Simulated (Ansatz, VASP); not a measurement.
## Ir in VASP and in Ansatz

```
Ir
1.0
     0.00000    1.93533    1.93533
     1.93533    0.00000    1.93533
     1.93533    1.93533    0.00000
Ir
1
Direct
  0.00000 0.00000 0.00000
```

Alike in both runs: functional PBE; k mesh 18 × 18 × 18; occupations gaussian, width 0.1 eV; no spin polarisation.

Ansatz relaxed the structure, and its values are those at the end. VASP's run is a single point on that final structure, the one shown.

|  | VASP | Ansatz |
| --- | --- | --- |
| version | VASP 6.6.1 | Ansatz 0.2.0 |
| potentials or method | VASP PAW PBE potentials, release 64 (Ir) | scalar-relativistic, plane waves, PAW |
| plane-wave cutoff (eV) | 520 | 420 |
| valence electrons in the cell | 9 | 17 |

VASP gave:

```
gap on the k mesh at the Fermi level (eV) : none
pressure (GPa)                            : 0.4
```

**Question.** Estimate Ansatz's values.

**Answer.** gap on the k mesh at the Fermi level (eV): none; pressure (GPa): 0.0.

A gap of «none» marks a metal or a gap that the smearing closes. The functional is the same, so the differences come from potentials, cutoffs and numerics. The two sets of potentials don't hold the same shells in valence.

Spin-orbit coupling is left out, which matters for the levels of Ir.
